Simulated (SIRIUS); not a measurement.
Ge:

```
CELL_PARAMETERS angstrom
4.00068 0.00000 0.00000
2.00034 3.46469 0.00000
2.00034 1.15490 3.26654
ATOMIC_POSITIONS crystal
Ge 0.75000 0.75000 0.75000
Ge 0.50000 0.50000 0.50000
```

| Item | Value |
| --- | --- |
| Program | SIRIUS 7.12.0 |
| Task | relaxation of cell and atoms |
| Functional | revPBE |
| Dispersion | D3(BJ) |
| Potentials or basis | PseudoDojo 0.4.1 PBE standard (scalar relativistic) |
| Cutoff | 1078 eV |
| Density cutoff | 4311 eV |
| k mesh | 4 × 4 × 4 |
| Occupations | fermi-dirac, width 0.05 eV |
| Spin | no spin polarisation |

At the start: pressure 1.7 GPa; volume 22.64 Å³/atom.

Question: How do energy, volume and symmetry change on relaxing?

Answer: Over 3 steps the energy falls by 4.5 meV/atom and the volume is 23.43 Å³/atom (+3.5 %); space group Fd-3m (No. 227, to 0.05 Å).

The path:
```csv
step,energy change (eV),largest force (eV/Å),pressure (GPa),volume (Å³)
1,0.0000,0.0000,1.68,45.28
2,-0.0022,0.0000,1.42,45.51
3,-0.0091,0.0000,0.10,46.87
```

Final structure:
```cif
data_structure
_symmetry_space_group_name_H-M 'P 1'
_symmetry_Int_Tables_number 1
_cell_length_a 4.0469
_cell_length_b 4.0469
_cell_length_c 4.0469
_cell_angle_alpha 60.000
_cell_angle_beta 60.000
_cell_angle_gamma 60.000
_cell_volume 46.87
loop_
_atom_site_label
_atom_site_type_symbol
_atom_site_fract_x
_atom_site_fract_y
_atom_site_fract_z
_atom_site_occupancy
Ge1 Ge 0.75000 0.75000 0.75000 1
Ge2 Ge 0.50000 0.50000 0.50000 1
```

Caveat: the k mesh is coarse (spacing up to 0.48 Å⁻¹), so the values aren't converged; the potentials were made for another functional, which shifts forces and pressure.
